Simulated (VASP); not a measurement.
# Ho (Im-3m) in VASP: further runs

The runs below take Ho through single point, with LDA.

Everything below comes from runs of VASP 6.6.1. Logs are shortened: lines on timing, memory, paths and dates and some standing lists are left out, and cuts for length are marked.

### 1 The structure

Symmetry: Im-3m, No. 229, cubic system. Conventional cell: a = 3.981 Å, b = 3.981 Å, c = 3.981 Å, α = 90.00°, β = 90.00°, γ = 90.00°. Around Ho (site symmetry m-3m) lie 8 Ho at 3.45 Å.

This isn't the form of Ho at room conditions, which is hcp.

### 2 Single point, LDA, collinear spin, ferromagnetic start

INCAR reads:

```
PREC = Accurate
ENCUT = 460
EDIFF = 1E-6
ISMEAR = -5
SIGMA = 0.15
LREAL = F
LASPH = T
NELM = 100
ALGO = Normal
ISIF = 2
LWAVE = F
LCHARG = F
ISPIN = 2
MAGMOM = 4
LORBIT = 11
LMAXMIX = 6
GGA = CA
NBANDS = 20
ADDGRID = F
```

KPOINTS reads:

```
Automatic mesh
0
Gamma
  10 10 10
```

POSCAR reads:

```
Ho
1.0
   -1.9905175072      1.9905175072      1.9905175072
    1.9905175072     -1.9905175072      1.9905175072
    1.9905175072      1.9905175072     -1.9905175072
Ho
1
Direct
    0.0000000000      0.0000000000      0.0000000000
```

Potentials or basis: VASP PAW PBE potentials, release 64 (Ho).

On the command line:

```bash
cat potpaw_PBE.64/Ho/POTCAR > POTCAR
mpirun -np 1 vasp_std > vasp.out
```

OUTCAR:

```text
PREC = Accurate
   ENCUT = 460
   EDIFF = 1E-6
   ISMEAR = -5
   LREAL = F
   LASPH = T
   NELM = 100
   ISIF = 2
   ISPIN = 2
   LORBIT = 11
   GGA = CA

 Found     47 irreducible k-points:

 Following reciprocal coordinates:
            Coordinates               Weight
  0.000000  0.000000  0.000000      1.000000
  0.100000  0.000000  0.000000     12.000000
  0.200000  0.000000  0.000000     12.000000
  0.300000  0.000000  0.000000     12.000000
  0.400000  0.000000  0.000000     12.000000
  0.500000  0.000000  0.000000      6.000000
   k-points           NKPTS =     47   k-points in BZ     NKDIM =     47   number of bands    NBANDS=     20
   number of dos      NEDOS =    301   number of ions     NIONS =      1
   total plane-waves  NPLWV =  13824
   dimension x,y,z NGX =    24 NGY =   24 NGZ =   24
   dimension x,y,z NGXF=    48 NGYF=   48 NGZF=   48
   ions per type =               1
   NGX,Y,Z   is equivalent  to a cutoff of  11.57, 11.57, 11.57 a.u.
   NGXF,Y,Z  is equivalent  to a cutoff of  23.15, 23.15, 23.15 a.u.
 SYSTEM =  unknown system
   PREC   = accura    normal or accurate (medium, high low for compatibility)
   ISTART =      0    job   : 0-new  1-cont  2-samecut
   ICHARG =      2    charge: 1-file 2-atom 10-const
   ISPIN  =      2    spin polarized calculation?
   LNONCOLLINEAR =      F non collinear calculations
   LSORBIT =      F    spin-orbit coupling
   LASPH  =      T    aspherical Exc in radial PAW
   ENCUT  =  460.0 eV  33.81 Ry    5.81 a.u.   6.03  6.03  6.03*2*pi/ulx,y,z
   NELM   =    100;   NELMIN=  2; NELMDL= -5     # of ELM steps
   EDIFF  = 0.1E-05   stopping-criterion for ELM
   LREAL  =      F    real-space projection
   EDIFFG = 0.1E-04   stopping-criterion for IOM
   NSW    =      0    number of steps for IOM
   IBRION =     -1    ionic relax: 0-MD 1-quasi-New 2-CG
   NFREE  =      0    steps in history (QN), initial steepest desc. (CG)
   ISIF   =      2    stress and relaxation
   ISYM   =      2    0-nonsym 1-usesym 2-fastsym
   POTIM  = 0.5000    time-step for ionic-motion
   TEBEG  =    0.0;   TEEND  =   0.0 temperature during run
   PSTRESS=    0.0 pullay stress
   NELECT =      21.0000    total number of electrons
   NUPDOWN=      -1.0000    fix difference up-down
   EMIN   =  10.00;   EMAX   =-10.00  energy-range for DOS
   EFERMI =   0.00;   METHOD = LEGACY
   ISMEAR =    -5;   SIGMA  =   0.15  broadening in eV -4-tet -1-fermi 0-gaus
   EFERMI_NEDOS =   21; number of points for ismear=-14 and -15
   IALGO  =     38    algorithm
   IMIX   =      4    mixing-type and parameters
     AMIX     =   0.40;   BMIX     =  1.00
     AMIX_MAG =   1.60;   BMIX_MAG =  1.00
  volume/ion in A,a.u.               =      31.55       212.89
  Fermi-wavevector in a.u.,A,eV,Ry     =   1.429427  2.701225 27.800255  2.043261
  Thomas-Fermi vector in A             =   2.549382
   LORBIT       =     11    0 simple, 1 ext, 2 COOP (PROOUT), +10 PAW based schemes
   GGA     = CA    functional components
   LHFCALC =     F    Hartree Fock is set to
   AEXX    =    0.0000 exact exchange contribution
   IVDW    =     0    specifies the selected vdW correction
   LEPSILON=     F    determine dielectric tensor
   LRPA    =     F    only Hartree local field effects (RPA)
 spin polarized calculation
 Fermi weights with tetrahedron method with Bloechl corrections
  energy-cutoff  :      460.00
  volume of cell :       31.55
 maximum number of plane-waves:       719
   NGX = 13   NGY = 13   NGZ = 13

 number of electron      21.0000028 magnetization       3.3477443

 Free energy of the ion-electron system (eV)
  ---------------------------------------------------
  ext. energy  EPLUGINS =         0.00000000
  ---------------------------------------------------
  free energy    TOTEN  =        -6.38670252 eV

  energy without entropy =       -6.38670252  energy(sigma->0) =       -6.38670252

 E-fermi :   2.4158     XC(G=0): -10.3911

 val. band max:        2.4157915795   @ k =   0.4000   0.1000   0.1000
 cond. band min:       2.3804064445   @ k =  -0.3000   0.5000   0.1000
 fundamental gap:     -0.0353851350
 Fermi energy:         2.4157646845

 spin component 1

 k-point     1 :       0.0000    0.0000    0.0000
  band No.  band energies     occupation
      1     -45.4981      1.00000
      2     -20.3607      1.00000
      3     -20.3607      1.00000
      4     -20.3607      1.00000
      5      -2.8260      1.00000
      6      -0.3714      1.00000
      7      -0.2287      1.00000
      8      -0.2287      1.00000
      9      -0.2287      1.00000
     10       0.0758      1.00000
     11       0.0758      1.00000
     12       0.0758      1.00000
     13       4.5425      0.00000
     14       4.5425      0.00000
     15       4.5425      0.00000
     16       6.7647      0.00000
     17       6.7647      0.00000
     18      13.6104      0.00000
     19      13.6104      0.00000
     20      13.6104      0.00000

 k-point     2 :       0.1000    0.0000    0.0000
  band No.  band energies     occupation
      1     -45.4929      1.00000
      2     -20.4294      1.00000
      3     -20.3819      1.00000
      4     -20.3611      1.00000
      5      -2.5345      1.00000
      6      -0.3860      1.00000
      7      -0.2384      1.00000
      8      -0.2333      1.00000
      9      -0.2315      1.00000
     10       0.0802      1.00000
     11       0.0804      1.00000
     12       0.0851      1.00000
     13       4.3325      0.00000
     14       4.4386      0.00000
     15       4.8493      0.00000
     16       6.4668      0.00000
     17       6.7703      0.00000
     18      13.8845      0.00000
     19      14.1435      0.00000
     20      14.4297      0.00000

 k-point     3 :       0.2000    0.0000    0.0000
  band No.  band energies     occupation
      1     -45.4791      1.00000
      2     -20.6042      1.00000
      3     -20.4370      1.00000
      4     -20.3621      1.00000
      5      -1.7381      1.00000
      6      -0.4208      1.00000
      7      -0.2620      1.00000
      8      -0.2466      1.00000
      9      -0.2352      1.00000
     10       0.0938      1.00000
     11       0.0971      1.00000
     12       0.1118      1.00000
     13       3.8454      0.00000
     14       3.9591      0.00000
     15       5.7335      0.00000
     16       6.2900      0.00000
     17       6.8370      0.00000
     18      14.1173      0.00000
     19      15.3305      0.00000
     20      15.5877      0.00000

 k-point     4 :       0.3000    0.0000    0.0000
  band No.  band energies     occupation
      1     -45.4620      1.00000
      2     -20.8112      1.00000
      3     -20.5039      1.00000
      4     -20.3633      1.00000
      5      -0.7052      1.00000
      6      -0.4573      1.00000
      7      -0.2856      1.00000
      8      -0.2650      1.00000
      9      -0.2364      1.00000
     10       0.1145      1.00000
     11       0.1335      1.00000
     12       0.1505      1.00000
     13       3.3288      0.00000
     14       3.3941      0.00000
     15       6.5318      0.00000
     16       7.0411      0.00000
     17       7.0935      0.00000
     18      13.0741      0.00000
     19      13.6353      0.00000
     20      17.6452      0.00000

 k-point     5 :       0.4000    0.0000    0.0000
  band No.  band energies     occupation
      1     -45.4482      1.00000
      2     -20.9724      1.00000
      3     -20.5573      1.00000
      4     -20.3643      1.00000
      5      -0.4823      1.00000
      6      -0.3125      1.00000
      7      -0.2812      1.00000
      8      -0.2362      1.00000
      9       0.0473      1.00000
     10       0.1335      1.00000
     11       0.1875      1.00000
     12       0.2015      1.00000
     13       2.9557      0.00000
     14       3.3720      0.00000
     15       6.7005      0.00000
     16       7.3579      0.00000
     17       8.7024      0.00000
     18      11.8259      0.00000
     19      11.9703      0.00000
     20      15.4422      0.00000

 k-point     6 :       0.5000    0.0000    0.0000
  band No.  band energies     occupation
      1     -45.4429      1.00000
      2     -21.0325      1.00000
      3     -20.5774      1.00000
      4     -20.3646      1.00000
      5      -0.4908      1.00000
      6      -0.3174      1.00000
      7      -0.2873      1.00000
      8      -0.2359      1.00000
      9       0.1413      1.00000
     10       0.2010      1.00000
     11       0.2036      1.00000
     12       0.2741      1.00000
     13       2.8207      0.00000
     14       3.6398      0.00000
     15       6.6264      0.00000
     16       7.5439      0.00000
     17       9.6837      0.00000
     18      11.2939      0.00000
     19      11.3683      0.00000
     20      14.1741      0.00000

 [... further k-points ...]

 spin component 2

 k-point     1 :       0.0000    0.0000    0.0000
  band No.  band energies     occupation
      1     -44.1403      1.00000
      2     -19.3670      1.00000
      3     -19.3670      1.00000
      4     -19.3670      1.00000
      5      -2.7572      1.00000
      6       2.0169      1.00000
      7       2.0169      1.00000
      8       2.0169      1.00000
      9       2.5287      0.00000
     10       2.5288      0.00000
     11       2.5288      0.00000
     12       2.7478      0.00000
     13       4.8148      0.00000
     14       4.8148      0.00000
     15       4.8148      0.00000
     16       7.0814      0.00000
     17       7.0814      0.00000
     18      13.6727      0.00000
     19      13.6727      0.00000
     20      13.6727      0.00000

 k-point     2 :       0.1000    0.0000    0.0000
  band No.  band energies     occupation
      1     -44.1344      1.00000
      2     -19.4441      1.00000
      3     -19.3904      1.00000
      4     -19.3675      1.00000
      5      -2.4584      1.00000
      6       2.0120      1.00000
      7       2.0214      1.00000
      8       2.0254      1.00000
      9       2.5114      0.00000
     10       2.5206      0.00000
     11       2.5208      0.00000
     12       2.7166      0.00000
     13       4.6015      0.00000
     14       4.7150      0.00000
     15       5.1499      0.00000
     16       6.7732      0.00000
     17       7.0903      0.00000
     18      13.9621      0.00000
     19      14.2129      0.00000
     20      14.5452      0.00000

 k-point     3 :       0.2000    0.0000    0.0000
  band No.  band energies     occupation
      1     -44.1189      1.00000
      2     -19.6394      1.00000
      3     -19.4509      1.00000
      4     -19.3688      1.00000
      5      -1.6455      1.00000
      6       2.0015      1.00000
      7       2.0334      1.00000
      8       2.0522      1.00000
      9       2.4729      0.00000
     10       2.4984      0.00000
     11       2.5022      0.00000
     12       2.6699      0.00000
     13       4.1067      0.00000
     14       4.2411      0.00000
     15       6.0825      0.00000
     16       6.6058      0.00000
     17       7.1665      0.00000
     18      14.2605      0.00000
     19      15.6087      0.00000
     20      15.6746      0.00000

 k-point     4 :       0.3000    0.0000    0.0000
  band No.  band energies     occupation
      1     -44.0997      1.00000
      2     -19.8695      1.00000
      3     -19.5244      1.00000
      4     -19.3705      1.00000
      5      -0.5972      1.00000
      6       2.0121      1.00000
      7       2.0490      1.00000
      8       2.1007      1.00000
      9       2.4399     -0.02385
     10       2.4735      0.00000
     11       2.4835      0.00000
     12       2.6442      0.00000
     13       3.5745      0.00000
     14       3.6799      0.00000
     15       6.8654      0.00000
     16       7.3859      0.00000
     17       7.4850      0.00000
     18      13.2446      0.00000
     19      13.9794      0.00000
     20      17.7592      0.00000

 k-point     5 :       0.4000    0.0000    0.0000
  band No.  band energies     occupation
      1     -44.0841      1.00000
      2     -20.0477      1.00000
      3     -19.5831      1.00000
      4     -19.3719      1.00000
      5       0.1673      1.00000
      6       2.0619      1.00000
      7       2.0868      1.00000
      8       2.1654      1.00000
      9       2.4220      0.02344
     10       2.4571      0.00000
     11       2.4715      0.00000
     12       2.6339      0.00000
     13       3.1704      0.00000
     14       3.6193      0.00000
     15       7.0343      0.00000
     16       7.7260      0.00000
     17       9.1420      0.00000
     18      11.9710      0.00000
     19      12.3764      0.00000
     20      15.7631      0.00000

 k-point     6 :       0.5000    0.0000    0.0000
  band No.  band energies     occupation
      1     -44.0782      1.00000
      2     -20.1139      1.00000
      3     -19.6051      1.00000
      4     -19.3723      1.00000
      5       0.3754      1.00000
      6       2.0669      1.00000
      7       2.1315      1.00000
      8       2.2043      1.00000
      9       2.4121      0.93774
     10       2.4519      0.00000
     11       2.4682      0.00000
     12       2.6314      0.00000
     13       3.0118      0.00000
     14       3.8575      0.00000
     15       6.9537      0.00000
     16       7.9301      0.00000
     17      10.1725      0.00000
     18      11.4186      0.00000
     19      11.8164      0.00000
     20      14.4499      0.00000

 [... further k-points ...]

------------------------ aborting loop because EDIFF is reached ----------------------------------------

  FORCE on cell =-STRESS in cart. coord.  units (eV):
  Direction    XX          YY          ZZ          XY          YZ          ZX
  --------------------------------------------------------------------------------------
  -------------------------------------------------------------------------------------
  Total       -0.6541690     -0.6541690     -0.6541690      0.0000000      0.0000000      0.0000000
  in kB      -33.2232824    -33.2232824    -33.2232824      0.0000000      0.0000000      0.0000000
  external PRESSURE =     -33.2232824 kB  Pullay stress =       0.0000000 kB

 VOLUME and BASIS-vectors are now :
 -----------------------------------------------------------------------------
  energy-cutoff  :      460.00
  volume of cell :       31.55
      direct lattice vectors                 reciprocal lattice vectors
    -1.990517507  1.990517507  1.990517507     0.000000000  0.251190958  0.251190958
     1.990517507 -1.990517507  1.990517507     0.251190958  0.000000000  0.251190958
     1.990517507  1.990517507 -1.990517507     0.251190958  0.251190958  0.000000000

 POSITION                                       TOTAL-FORCE (eV/Angst)
 -----------------------------------------------------------------------------------
      0.00000      0.00000      0.00000         0.000000      0.000000      0.000000
 -----------------------------------------------------------------------------------
    total drift:                                0.000000      0.000000      0.000000

  FREE ENERGIE OF THE ION-ELECTRON SYSTEM (eV)
  ---------------------------------------------------
  free  energy   TOTEN  =        -6.3867025186 eV

  energy  without entropy=       -6.3867025186  energy(sigma->0) =       -6.38670252

 total charge

# of ion       s       p       d       f       tot
--------------------------------------------------
    1        2.125   5.685   0.394  10.372  18.577

 magnetization (x)

# of ion       s       p       d       f       tot
--------------------------------------------------
    1        0.004  -0.028  -0.005   3.395   3.365
```

It took 2.5 min on 1 thread of Intel Xeon Platinum 8375C at 2.90GHz (Ice Lake), shared host; peak memory 0.18 GiB.

These settings aren't checked as converged: the numbers below hold their error.

Results:

| Item | Value |
| --- | --- |
| Free energy | -6.3867 eV |
| Pressure | -3.3 GPa |
| Band gap on the k mesh | none (metal or under the smearing width) |
| Net moment | 3.35 μB per cell |
| Site moments | Ho +3.37 μB |
| Valence electrons inside the program's atomic spheres | Ho 18.58 |

Caveat: the magnetic or orbital state may not be the lowest; the PAW data sets were made with another functional, which shifts forces and pressure a little; spin-orbit coupling is left out, which moves the levels of the heavy elements; tetrahedron occupations give inexact forces and stress in metals.

### 3 Single point, LDA, collinear spin, ferromagnetic start

INCAR, as its differences from that of step 2:

```diff
@@ -3,3 +3,3 @@
 EDIFF = 1E-6
-ISMEAR = -5
+ISMEAR = 0
 SIGMA = 0.15
```

KPOINTS is that of step 2.

POSCAR is that of step 2.

Potentials or basis: VASP PAW PBE potentials, release 64 (Ho).

On the command line:

```bash
cat potpaw_PBE.64/Ho/POTCAR > POTCAR
mpirun -np 1 vasp_std > vasp.out
```

Run time: 80 s. Hardware: 1 thread of Intel Xeon Platinum 8375C at 2.90GHz (Ice Lake), shared host; peak memory 0.16 GiB.

These settings aren't checked as converged: the numbers below hold their error.

What came out:

```
Free energy                                           : -6.4688 eV
Pressure                                              : -3.4 GPa
Band gap on the k mesh                                : none (metal or under the smearing width)
Net moment                                            : 3.34 μB per cell
Site moments                                          : Ho +3.36 μB
Valence electrons inside the program's atomic spheres : Ho 18.58
```

Caveat: the magnetic or orbital state may not be the lowest; the PAW data sets were made with another functional, which shifts forces and pressure a little; spin-orbit coupling is left out, which moves the levels of the heavy elements.

### 4 For comparison

An earlier run on the cell as given: functional PBE; potentials or basis VASP PAW PBE potentials, release 64 (Ho); cutoff 520 eV; k mesh 9 × 9 × 9; occupations fermi-dirac, width 0.05 eV; collinear spin, ferromagnetic start; starting moments [4.0] μB.

* Pressure: 2.4 GPa
* Band gap on the k mesh: none (metal or under the smearing width)
* Net moment: 3.64 μB per cell
* Site moments: Ho +3.52 μB
* Valence electrons inside the program's atomic spheres: Ho 18.55
